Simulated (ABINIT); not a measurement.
Planning a run of ABINIT 10.8.3 on GaN (F-43m). The input:

```
acell 3*1.0 Angstrom
rprim 
  0.000000000000 2.253500607500 2.253500607500
  2.253500607500 0.000000000000 2.253500607500
  2.253500607500 2.253500607500 0.000000000000
ntypat 2
znucl 31 7
natom 2
typat 1 2
xred 
  0.000000000000 0.000000000000 0.000000000000
  0.750000000000 0.750000000000 0.750000000000
pp_dirpath "pseudos"
pseudos "Ga.upf, N.upf"
ecut 45
ngkpt 6 6 6
nshiftk 1
shiftk 0 0 0
kptopt 1
chksymbreak 0
irdden 1
istwfk *1
nband 190
prtvol 0
optdriver 6
gwr_task "HDIAGO"
paral_kgb 0
occopt 1
indata_prefix "in"
outdata_prefix "out"
tmpdata_prefix "tmp"
```

```sh
OMP_NUM_THREADS=1 mpirun -n 8 abinit run.abi > log
```

Estimate wall time and host memory on 8 MPI ranks of AMD EPYC 7R43, shared host.

It took 36 s; on shared hardware allow 18 s to 71 s. Peak host memory was 2.7 GiB.

[Paths, hosts, dates, memory and timing lines, banners, echoed tables and standing remarks are left out of the program output.]

[Logs are printed without paths, hosts, clocks, repeated set-up lines and the standing remarks that a program may print on its own settings, such as how far it seeks lower states.]

[Runs of the session that timed out or met a known fault of the program may be left out.]

[Hosts, paths, dates, database ids (printed as entryN), source tags and the programs' standing remarks are cut or masked in the printed files.]

[G0W0 gaps are taken among the corrected bands and points alone; a level outside them can change the order at an edge.]

[Where Ansatz stands beside ABINIT at settings called matched, ABINIT's density can come from a denser mesh and the files from another edition; pairs whose starting gaps differed by over 0.03 eV were left out, so agreement reads better than it is.]
